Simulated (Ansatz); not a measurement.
**CdTe (CdTe (110), 3 layers): a single-point run**

Wanted: a converged single-point run for CdTe (CdTe (110), 3 layers), and a check of what comes out. The structure is shown as the input types it.

Program: Ansatz 0.2.0. Level of theory: DFT, LDA, all-electron LAPW, scalar-relativistic (as first typed). These are calculated values, not measurements.

## (1) The system as given

Symmetry: Pmm2, No. 25, orthorhombic system. Conventional cell: a = 4.531 Å, b = 20.531 Å, c = 6.407 Å, α = 90.00°, β = 90.00°, γ = 90.00°. Around Cd (site symmetry m) lie 3 Te at 2.77 Å. Te (site symmetry m) is surrounded by 3 Cd at 2.77 Å. Cd (site symmetry mm2) has 4 Te at 2.77 Å as nearest neighbours. Te (site symmetry mm2) is surrounded by 4 Cd at 2.77 Å.

Structure file:

```
CELL_PARAMETERS angstrom
4.53070 0.00000 0.00000
0.00000 6.40738 0.00000
0.00000 0.00000 20.53070
ATOMIC_POSITIONS crystal
Cd 0.25000 0.12500 0.38966
Te 0.75000 0.87500 0.38966
Cd 0.75000 0.62500 0.50000
Te 0.25000 0.37500 0.50000
Cd 0.25000 0.12500 0.61034
Te 0.75000 0.87500 0.61034
```

## (2) Running it

input.yaml reads:

```yaml
crystal:
  lattice:
    - [4.530704319, 0.0, 0.0]
    - [0.0, 6.407383495, 0.0]
    - [0.0, 0.0, 20.5307]
  atoms:
    - { symbol: Cd, position: [0.25, 0.125, 0.3896602571] }
    - { symbol: Te, position: [0.75, 0.875, 0.3896602571] }
    - { symbol: Cd, position: [0.75, 0.625, 0.5] }
    - { symbol: Te, position: [0.25, 0.375, 0.5] }
    - { symbol: Cd, position: [0.25, 0.125, 0.6103397429] }
    - { symbol: Te, position: [0.75, 0.875, 0.6103397429] }
kpoints:
  mp_grid: { grid: [7, 5, 1] }
scf:
  occupations: { method: fermi_dirac, width: 1.0 }
  max_iter: 50
hamiltonian:
  xc: lda
  pseudopotentials: { kind: all_electron, lapw: { basis_error: 0.001 } }
output:
  forces: true
  stress: true
  eigenvalues: true
  populations: true
efield:
  axis: 3
  amplitude: 0
  dipole_correction: true
```

Command:

```
$ ansatz run input.yaml --threads 2 --pin off --max-ram 4096MiB --backend cpu --events-out ev --progress --plain --runs-dir out
```

What happens when this is run?

The program finished normally, with warnings (vacuum density over bound). Its log warns: «efield: at this solve's end the planar-averaged density reaches 9.24e-5 e/Å³ inside the ramp window [0.9013, 0.0987] (bound 1e-5 e/Å³) ...»

The suspect setting: scf.occupations.width is 1.0. The width is far wider than usual, so occupations near the Fermi level are blurred and the entropy term grows. A Fermi-Dirac width of 1 eV is an electron temperature of 11600 K.

The test: set scf.occupations.width to 0.02.
